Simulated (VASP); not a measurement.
Here is a VASP 6.6.1 calculation.

The input INCAR:

```
PREC = Accurate ; ENCUT = 520
EDIFF = 1E-8 ; ISMEAR = -1
SIGMA = 0.02 ; LREAL = False
LASPH = True ; NELM = 100
ALGO = Fast ; ISIF = 2
LWAVE = False ; LCHARG = False
GGA = PE ; LEFG = True
NBANDS = 11
```

KPOINTS

```
Automatic mesh
0
Gamma
  4 4 4
```

POSCAR

```
NaH
1.0
    0.0000000000      2.4400000000      2.4400000000
    2.4400000000      0.0000000000      2.4400000000
    2.4400000000      2.4400000000      0.0000000000
Na H
1 1
Direct
    0.0000000000      0.0000000000      0.0000000000
    0.5000000000      0.5000000000      0.5000000000
```

Potentials or basis: VASP PAW PBE potentials, release 64 (Na_pv, H).

Run with:

```sh
$ cat potpaw_PBE.64/Na_pv/POTCAR potpaw_PBE.64/H/POTCAR > POTCAR
$ mpirun -np 1 vasp_std > vasp.out
```

Task: Estimate the band gap on the k mesh.

Result: 3.71 eV, indirect (least direct gap 4.55 eV).

Task: Predict the pressure.

Result: -0.7 GPa.

Electric field gradients, principal values (V/Å²):
| atom | Vxx | Vyy | Vzz |
| --- | --- | --- | --- |
| 1 Na | -0.001 | -0.001 | 0.003 |
| 2 H | -0.001 | -0.001 | 0.002 |

Caveat: the k mesh is coarse (spacing up to 0.56 Å⁻¹), so the values aren't converged. A k mesh can miss the band edges.
